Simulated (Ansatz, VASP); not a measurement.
One calculation of AgCl, two programs

```
Ag Cl
1.0
    -1.97701    1.97701    2.82162
     1.97701   -1.97701    2.82162
     1.97701    1.97701   -2.82162
Ag Cl
1 1
Direct
  0.00006 0.00006 0.00000
  0.49994 0.49994 0.00000
```

Alike in both runs: functional PBE; k mesh 6 × 6 × 6; occupations gaussian, width 0.1 eV; no spin polarisation.

Ansatz relaxed the structure, and its values are those at the end. VASP's run is a single point on that final structure, the one shown.

|  | VASP | Ansatz |
| --- | --- | --- |
| version | VASP 6.6.1 | Ansatz 0.2.0 |
| potentials or method | VASP PAW PBE potentials, release 64 (Ag, Cl) | scalar-relativistic, plane waves, PAW |
| plane-wave cutoff (eV) | 520 | 420 |
| valence electrons in the cell | 18 | 26 |

```csv
,VASP,Ansatz,Ansatz less VASP
gap on the k mesh at the Fermi level (eV),0.89,0.90,+0.003
least direct gap on the mesh (eV),3.08,3.08,-0.001
pressure (GPa),-0.1,0.1,+0.13
```

With one functional, cell and mesh, what is left measures potentials, basis and numerics. The two sets of potentials don't hold the same shells in valence.

A k mesh can miss the band edges. Expect the measured gap to be larger: semilocal functionals such as PBE lack the derivative discontinuity.
